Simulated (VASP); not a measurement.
## AlN: relaxation of cell and atoms with PBEsol

The system is AlN.

```
Al N
1.0
     1.61942   -2.80484    0.00000
     1.61942    2.80484    0.00000
     0.00000    0.00000    4.21050
Al N
2 2
Direct
  0.00000 0.00000 0.00000
  0.66667 0.33333 0.50000
  0.00000 0.00000 0.47000
  0.66667 0.33333 0.97000
```

The cell was built by a generator and needn't be a form met in nature.

- Program: VASP 6.6.1
- Task: relaxation of cell and atoms
- Functional: PBEsol
- Potentials or basis: VASP PAW PBE potentials, release 64 (Al, N)
- Cutoff: 600 eV
- k mesh: 9 × 9 × 7
- Occupations: gaussian, width 0.01 eV
- Spin: no spin polarisation
- Target pressure: 10 GPa
- Dipole correction: no
- Further INCAR settings: ALGO = Fast; EDIFF = 1e-06; IBRION = 2; EDIFFG = -0.01; NSW = 70; ISIF = 8
- Target pressure: 10 GPa

| Quantity | Value |
| --- | --- |
| Relaxed volume | 9.41 Å³/atom |
| Relaxed cell | a = 3.222 Å, b = 3.222 Å, c = 4.189 Å, α = 90.00°, β = 90.00°, γ = 120.00° |
| Space group after relaxing (to 0.05 Å) | P6_3/mmc (No. 194) |
| Energy change on relaxing (the enthalpy is what falls) | +5.2 meV/atom |
| Ionic steps | 9 |
| Pressure after relaxing | 10.0 GPa |
| Band gap on the k mesh | 3.54 eV, direct |

Stress tensor (GPa, compression positive):
```
13.53  0.00  0.00
 0.00 13.53  0.00
 0.00  0.00  3.03
```

Step by step:
```tsv
step	energy change (eV)	largest force (eV/Å)	pressure (GPa)	volume (Å³)
1	0.0000	0.1210	7.32	38.25
2	0.0520	0.1430	12.93	37.37
3	0.0275	0.1349	10.54	37.72
4	0.0253	0.1010	10.46	37.71
5	0.0230	0.0387	10.27	37.65
6	0.0279	0.0126	10.73	37.55
7	0.0256	0.0019	10.48	37.58
8	0.0055	0.0045	8.13	37.93
9	0.0209	0.0008	10.03	37.65
```

Final structure:
```xyz
4
Lattice="1.6110 -2.7902 0.0000 1.6110 2.7902 0.0000 0.0000 0.0000 4.1885" Properties=species:S:1:pos:R:3 pbc="T T T"
Al    1.6110    2.7902    4.1265
Al    1.6110   -0.9301    2.0323
N     1.6110    2.7902    2.0306
N     1.6110   -0.9300    4.1248
```

Levels at points of the mesh, in eV from the valence-band top:
```tsv
k point	band 4	band 5	band 6	band 7	band 8	band 9	band 10	band 11	band 12
(0.00, 0.00, 0.00)	-3.45	-3.45	-1.87	-1.87	0.00	3.54	4.83	8.51	8.51
```

It took 2.2 min on 1 thread of Intel(R) Xeon(R) 6975P-C (Granite Rapids), with other jobs on the host, peak memory 0.2 GiB.

Caveat: the cell is relaxed towards a set pressure, so the enthalpy falls and the energy may rise; the PAW data sets were made with another functional, which shifts forces and pressure a little; an odd mesh through Γ misses points on the zone boundary, where band edges often lie. PBEsol gaps usually lie below the measured ones, often by a third to a half.
